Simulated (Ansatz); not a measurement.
Consider the following.

ZnTe:
```
CELL_PARAMETERS angstrom
      2.11964     1.22378     3.46060
     -2.11964     1.22378     3.46060
      0.00000    -2.44755     3.46060
ATOMIC_POSITIONS crystal
  Zn 0.02667 0.02667 0.02667
  Te 0.77666 0.77666 0.77666
```

This is the LDA-relaxed structure.

All from LDA in the plane-wave PAW code Ansatz, unless another level is named. Predict the bulk modulus (Birch–Murnaghan fit).

554 kbar.

And the highest zone-centre frequency (without LO–TO term)?

189 cm⁻¹.

Space group F-43m (zinc blende). Symmetry was held in the LDA relaxation; of distortions, only those at the zone centre were tested. Spin–orbit coupling is left out wherever it is not named.

Potentials: the later of the program's two PAW sets.
